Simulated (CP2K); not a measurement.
Crystal: TiO2.

```
CELL_PARAMETERS angstrom
5.51847 0.00000 0.00000
-1.60180 5.28088 0.00000
-1.60188 -2.90482 4.41016
ATOMIC_POSITIONS crystal
Ti 0.00000 0.50000 0.00000
Ti 0.00000 0.00000 0.50000
Ti 0.49524 0.24524 0.25000
Ti 0.50475 0.75475 0.75000
O 0.69508 0.69523 0.50015
O 0.69508 0.19493 0.99985
O 0.80452 0.74962 0.05490
O 0.19472 0.74962 0.44510
O 0.80528 0.25038 0.55490
O 0.30492 0.80507 0.00015
O 0.19548 0.25038 0.94510
O 0.30492 0.30477 0.49985
```

The cell is a database's computed one.

Base run:

```yaml
Program: CP2K 2026.2
Functional: TPSS
Potentials_or_basis: POTENTIAL_UZH Ti GTH-PBE-q12, O GTH-PBE-q6; DZVP-MOLOPT-PBE-GTH basis
Density_cutoff: 11565 eV
k_mesh: 5 × 5 × 5
Occupations: fermi-dirac, width 0.05 eV
Spin: no spin polarisation
```

Its results: band gap on the k mesh 1.92 eV; pressure -2.6 GPa; largest force 0.070 eV/Å.

Task: After a change of settings the same cell gave: band gap on the k mesh 1.78 eV; pressure 5.2 GPa; largest force 0.031 eV/Å. Which change was it?
A. functional from TPSS to BEEF-vdW
B. functional from TPSS to BLYP
C. functional from TPSS to PBEsol
D. functional from TPSS to OLYP

Result: B.

TPSS gives the wider gap, since meta-GGAs in the generalised Kohn-Sham scheme recover part of the derivative discontinuity.

Caveats: the potentials were made for another functional, which shifts forces and pressure; the basis of atomic orbitals isn't converged, which shifts pressures, moduli and gaps.

Runs at the PBE level aren't shown here.
